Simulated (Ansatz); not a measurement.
**Where the states of TaN lie**

Space group P-6m2 (No. 187). a = 2.938 Å, b = 2.938 Å, c = 2.883 Å, α = 90.00°, β = 90.00°, γ = 120.00°
```tsv
atom	site	symmetry	x	y	z
Ta	1b	-6m2	0.0000	0.0000	0.5000
N	1e	-6m2	0.6667	0.3333	0.0000
```

The runs use the primitive cell with vectors (2.938, 0.000, 0.000), (-1.469, 2.544, 0.000), (0.000, 0.000, 2.883) Å, to which the k mesh refers.

The cell is COD entry 1538016, as deposited and not checked against the literature; nothing was relaxed.

Spin–orbit coupling is left out, though it moves levels of the heavy atoms by tenths of an eV or more.

Level of theory: DFT, PBE, all-electron LAPW, scalar-relativistic in Ansatz 0.2.0.

The runs use a Γ-centred 12×12×10 k mesh, Fermi–Dirac smearing of 0.02 eV, basis error target 0.5 meV/atom, no spin polarisation.

(1) Which of the resolved shells contributes most within 0.3 eV of the Fermi level?

(2) Where is the centre of the filled Ta 5d states between -14 eV and the top of the filled states?

(3) Tabulate the density of states.

Results:

(1) Ta 5d, with 97 % of all states there; N 2p follows with 3 %.

(2) -3.93 eV from the Fermi level.

(3) States per eV and cell, averaged over 0.6 eV, from -9.4 to 2.4 eV, with energies (bin centres) from the Fermi level; empty bins are left out. The partial columns, the largest 3 alone, are projections on Löwdin-orthogonalised atomic shells (those that the program's projection atoms carry: the occupied ones and, for some elements, an empty d or f shell; other empty shells have no column), summed over atoms of an element. Weights on diffuse s and p shells depend on that basis and aren't pure angular character.
| E (eV) | total | Ta 5d | N 2p | Ta 6s |
| --- | --- | --- | --- | --- |
| -9.2 | 0.02 | 0.01 | 0.01 | 0.00 |
| -8.6 | 0.10 | 0.02 | 0.05 | 0.02 |
| -8.0 | 1.05 | 0.34 | 0.58 | 0.09 |
| -7.4 | 1.59 | 0.54 | 0.89 | 0.11 |
| -6.8 | 0.73 | 0.23 | 0.42 | 0.03 |
| -6.2 | 0.92 | 0.27 | 0.58 | 0.03 |
| -5.6 | 1.48 | 0.44 | 0.96 | 0.03 |
| -5.0 | 1.80 | 0.49 | 1.23 | 0.03 |
| -4.4 | 1.89 | 0.47 | 1.35 | 0.01 |
| -3.8 | 0.43 | 0.12 | 0.30 | 0.00 |
| -3.2 | 0.17 | 0.11 | 0.05 | 0.00 |
| -2.6 | 0.45 | 0.35 | 0.08 | 0.01 |
| -2.0 | 0.73 | 0.59 | 0.09 | 0.02 |
| -1.4 | 1.23 | 0.99 | 0.12 | 0.06 |
| -0.8 | 0.72 | 0.57 | 0.09 | 0.02 |
| -0.2 | 0.04 | 0.04 | 0.00 | 0.00 |
| 0.4 | 0.11 | 0.11 | 0.00 | 0.00 |
| 1.0 | 0.32 | 0.29 | 0.02 | 0.00 |
| 1.6 | 0.91 | 0.72 | 0.13 | 0.01 |
| 2.2 | 1.18 | 0.88 | 0.20 | 0.02 |
